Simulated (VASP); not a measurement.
A run of VASP 6.6.1 is set up as follows.

INCAR

```
SYSTEM = Be
ALGO = Normal ; EDIFF = 1E-7
EDIFFG = -0.005 ; ENCUT = 600
IBRION = 2 ; ISIF = 3
ISMEAR = 1 ; LASPH = .True.
LCHARG = .False. ; LMIXTAU = .True.
LREAL = .False. ; LWAVE = .False.
METAGGA = R2SCAN ; NELM = 80
NSW = 90 ; PREC = Accurate
SIGMA = 0.1
```

File KPOINTS:

```
k-points
0
Gamma
  18 18 10
  0 0 0
```

The input POSCAR:

```
Be                                      
1.0
    2.2603393329     -0.0000000000      0.0000000000
   -1.1301696665      1.9575112835     -0.0000000000
    0.0000000000      0.0000000000      3.5784552336
  Be            
     2
Direct
     0.3333333332999970    0.6666666667000030    0.2500000000000000
     0.6666666667000030    0.3333333332999970    0.7500000000000000
```

Potentials or basis: VASP PAW PBE potentials, release 64 (Be).

Launch:

```console
$ cat potpaw_PBE.64/Be/POTCAR > POTCAR
$ mpirun -np 1 vasp_std > vasp.out
```

**Question.** What does it give for the band gap on the k mesh?

**Answer.** None (metal or under the smearing width).

Final structure:
```cif
data_structure
_symmetry_space_group_name_H-M 'P 1'
_symmetry_Int_Tables_number 1
_cell_length_a 2.2603
_cell_length_b 2.2603
_cell_length_c 3.5785
_cell_angle_alpha 90.000
_cell_angle_beta 90.000
_cell_angle_gamma 120.000
_cell_volume 15.83
loop_
_atom_site_label
_atom_site_type_symbol
_atom_site_fract_x
_atom_site_fract_y
_atom_site_fract_z
_atom_site_occupancy
Be1 Be 0.33333 0.66667 0.25000 1
Be2 Be 0.66667 0.33333 0.75000 1
```

Caveat: the relaxation stopped at its first step, so nothing moved.
